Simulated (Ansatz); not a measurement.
Hf: relaxation of cell and atoms with PBE

The system is Hf.

```xyz
2
Lattice="0.0000 -2.2200 -2.2200 0.0000 2.2200 -2.2200 4.4400 0.0000 0.0000" Properties=species:S:1:pos:R:3 pbc="T T T"
Hf    2.2473   -0.0732   -2.2082
Hf    4.4127   -2.1468   -2.2318
```

This isn't the form of Hf at room conditions, which is hcp.

The cell isn't the ideal one: all atoms moved at random, sigma 0.1 Å a component.

```yaml
Program: Ansatz 0.2.0
Task: relaxation of cell and atoms
Functional: PBE
Potentials_or_basis: Ansatz PAW
Cutoff: "420 eV (not typed: the program's choice for these potentials)"
k_mesh: 9 × 9 × 6
Occupations: fermi-dirac, width 0.05 eV
Spin: no spin polarisation
Target_pressure: 30 GPa
Target_pressure_GPa: 30
```

| Quantity | Value |
| --- | --- |
| Relaxed volume | 18.29 Å³/atom |
| Relaxed cell | a = 2.949 Å, b = 2.949 Å, c = 4.207 Å, α = 90.00°, β = 90.00°, γ = 90.00° |
| Space group after relaxing (to 0.05 Å) | Fm-3m (No. 225) |
| Energy change on relaxing (the enthalpy is what falls) | +320.2 meV/atom |
| Ionic steps | 9 |
| Pressure after relaxing | 30.0 GPa |
| Band gap on the k mesh | none (metal or under the smearing width) |

Step by step:
```csv
step,energy change (eV),largest force (eV/Å),volume (Å³)
1,0.0000,0.5703,43.76
2,0.4286,0.2368,37.88
3,0.6399,0.0097,36.57
4,0.6384,0.0032,36.57
5,0.6365,0.0049,36.58
6,0.6378,0.0001,36.58
7,0.6395,0.0001,36.58
8,0.6403,0.0001,36.57
9,0.6403,0.0001,36.57
```

Final structure:
```yaml
crystal:
  lattice:
    - [0.00000, -2.08494, -2.08489]
    - [0.00000, 2.08494, -2.08489]
    - [4.20661, 0.00000, 0.00000]
  atoms:
    - { symbol: Hf, position: [0.50000, 0.50000, 0.50000] }
    - { symbol: Hf, position: [0.00000, 0.00000, 0.00000] }
```

Levels at points of the mesh, in eV from the Fermi level:
```csv
k point,band 24,band 25,band 26,band 27,band 28,band 29
"(0.00, 0.00, 0.00)",-4.27,-3.00,1.30,1.42,1.42,3.72
"(0.00, 0.00, -0.50)",-4.93,-1.31,-1.31,1.46,1.46,3.66
```

Wall time 78 s on 2 threads of Arm Neoverse V1 (shared host), peak memory 0.54 GiB.

Caveat: the volume moved by over 15 % at a fixed basis, so the end points are rough; the plane-wave basis is chosen anew once the cell has moved, so the energies of steps on either side of that aren't comparable. The run has no spin-orbit coupling, so splittings on Hf are missing.
